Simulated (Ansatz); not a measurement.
# Calculated field gradients at the nuclei for PbO

The cell is a COD entry, taken as it stands.

Space group Pbcm (No. 57); a = 5.8931, b = 5.4904, c = 4.7528 Å.

```csv
site,Wyckoff,site symmetry,x,y,z
Pb,4d,..m,0.2297,0.9884,0.2500
O,4d,..m,0.8653,0.0917,0.2500
```

One atom of each set is listed.

The numbers come from a DFT calculation in Ansatz (PBE, plane waves and PAW, scalar-relativistic, 420 eV cutoff, Γ-centred 6×6×7 k-points, Fermi–Dirac smearing 0.01 eV).

C_Q = eQV_zz/h, which is 24.18 MHz for Q = 1 b and V_zz = 10²¹ V/m²; η = (V_xx − V_yy)/V_zz.

¹⁷O: I = 5/2, Q = -25.58 mb. Q values from Pyykkö, Mol. Phys. 116, 1328 (2018).

| site | atoms | first shell | V_zz (10²¹ V/m²) | η | C_Q (MHz) |
| --- | --- | --- | --- | --- | --- |
| Pb | 4 | 4 O at 2.22–2.48 Å | -38.5 | 0.38 | – |
| O | 4 | 4 Pb at 2.22–2.48 Å | 3.43 | 0.27 | -2.12 |

At Pb V_zz points towards the open side of its shell (within 9°).

Pb has no stable isotope with a ground-state quadrupole moment in the table, so no C_Q is given.

At this cell the principal stresses reach 5 GPa in size with PBE, which can matter for small gradients. The largest force is 0.5 eV/Å, so the atoms aren't at the calculated equilibrium and relaxing them would move these values. Spin–orbit coupling is left out, which shifts gradients on Pb by a few per cent, and by more where contributions nearly cancel.
